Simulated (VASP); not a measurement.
Crystal: GaP.

```
CELL_PARAMETERS angstrom
0.00000 2.72525 2.72525
2.72525 0.00000 2.72525
2.72525 2.72525 0.00000
ATOMIC_POSITIONS crystal
Ga 0.00000 0.00000 0.00000
P 0.75000 0.75000 0.75000
```

Program: VASP 6.6.1. Alike in all runs: task band structure; spin SOC, no magnetisation; cell as given; k mesh 6 × 6 × 6; cutoff (eV) 520; smearing gaussian 0.02 eV.

Question: Order these runs on this cell by their pressure, lowest first.
A. level r2SCAN; potentials or basis VASP PAW PBE potentials, release 64 (Ga_d, P)
B. level PBE; potentials or basis VASP PAW PBE potentials, release 64 (Ga_d, P)
C. level LDA; potentials or basis VASP PAW LDA potentials, release 64 (Ga_d, P)

Answer: C (-2.6 GPa), A (0.0 GPa), B (2.5 GPa).

Caveats: the PAW data sets were made with another functional, which shifts forces and pressure a little (some runs).
